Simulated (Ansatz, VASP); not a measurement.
## BN in VASP and in Ansatz

```xyz
4
Lattice="2.4414 0.0000 0.0000 -1.2207 2.1143 0.0000 0.0000 0.0000 6.8277" Properties=species:S:1:pos:R:3 pbc="T T T"
B     0.0000    1.4095    1.7069
B     1.2207    0.7048    5.1208
N     0.0000    1.4095    5.1208
N     1.2207    0.7048    1.7069
```

Change from the starting cell: strain -0.025 along x and y, +0.025 along z, atoms carried along.

Alike in both runs: task single point; functional PBEsol; k mesh 12 × 12 × 4; occupations gaussian, width 0.05 eV; no spin polarisation.

```csv
,VASP,Ansatz
version,VASP 6.6.1,Ansatz 0.2.0
potentials or method,"VASP PAW PBE potentials, release 64 (B, N)","scalar-relativistic, plane waves, PAW"
plane-wave cutoff (eV),520,420
valence electrons in the cell,16,16
```

VASP gave:

| Quantity | Value |
| --- | --- |
| gap on the k mesh at the Fermi level (eV) | 4.33 |
| least direct gap on the mesh (eV) | 4.78 |
| pressure (GPa) | 20.4 |
| largest component of the traceless stress (GPa) | 20.14 |

**Question.** Estimate Ansatz's values.

**Answer.** gap on the k mesh at the Fermi level (eV): 4.34; least direct gap on the mesh (eV): 4.78; pressure (GPa): 20.1; largest component of the traceless stress (GPa): 19.66.

Caveats: so large a pressure means that the cell lies far from this level's equilibrium, or that cutoff or potentials fall short (VASP); the potentials were made for another functional, which shifts forces and pressure (VASP); this functional lacks dispersion, which binds the layers, so the pressure and a relaxed spacing across them are unreliable. A k mesh can miss the band edges.
